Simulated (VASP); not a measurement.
Set up this calculation in VASP 6.6.1, as the native input.

* Task: relaxation of cell and atoms
* Functional: r2SCAN
* Dispersion: rVV10
* Potentials or basis: VASP PAW PBE potentials, release 64 (Fe)
* Cutoff: 600 eV
* k mesh: 20 × 20 × 20
* Occupations: methfessel-paxton, width 0.1 eV
* Spin: collinear spin, ferromagnetic start
* Starting moments: [2.5] μB
* Further INCAR settings: ALGO = Normal; EDIFF = 1e-06; IBRION = 2; EDIFFG = -0.005; NSW = 40; ISIF = 3

The structure of Fe lies in POSCAR:

```
Fe
1.0
   -1.3950000000      1.3950000000      1.3950000000
    1.3950000000     -1.3950000000      1.3950000000
    1.3950000000      1.3950000000     -1.3950000000
Fe
1
Direct
    0.0000000000      0.0000000000      0.0000000000
```

The cell was built by a generator and needn't be a form met in nature.

The input as run:

INCAR

```
SYSTEM = Fe
  PREC = Accurate
  ENCUT = 600
  EDIFF = 1E-6
  ISMEAR = 1
  SIGMA = 0.1
  LREAL = .FALSE.
  LASPH = .TRUE.
  NELM = 120
  ALGO = Normal
  ISIF = 3
  LWAVE = .FALSE.
  LCHARG = .FALSE.
  ISPIN = 2
  MAGMOM = 2.5
  LORBIT = 11
  LMAXMIX = 4
  METAGGA = R2SCAN
  LMIXTAU = .TRUE.
  LUSE_VDW = .TRUE.
  IVDW_NL = 2
  BPARAM = 11.95
  CPARAM = 0.0093
  IBRION = 2
  NSW = 40
  EDIFFG = -0.005
```

KPOINTS

```
regular mesh
0
G
  20 20 20
  0 0 0
```

Potentials or basis: VASP PAW PBE potentials, release 64 (Fe).

Command:

```console
$ cat potpaw_PBE.64/Fe/POTCAR > POTCAR
$ mpirun -np 1 vasp_std > vasp.out
```

It gave:

* Relaxed volume: 11.67 Å³/atom
* Relaxed cell: a = 2.475 Å, b = 2.475 Å, c = 2.475 Å, α = 109.47°, β = 109.47°, γ = 109.47°
* Space group after relaxing (to 0.05 Å): Im-3m (No. 229)
* Energy gained by relaxing: 36.4 meV/atom
* Ionic steps: 3
* Pressure after relaxing: 0.0 GPa
* Band gap on the k mesh: none (metal or under the smearing width)
* Net moment: 2.65 μB per cell
* Site moments: Fe +2.71 μB
* Valence electrons inside the program's atomic spheres: Fe 7.22

Caveat: the PAW data sets were made with another functional, which shifts forces and pressure a little.

It took 4.9 min on 1 thread of Intel(R) Xeon(R) 6975P-C (Granite Rapids) (shared host), peak memory 0.22 GiB.
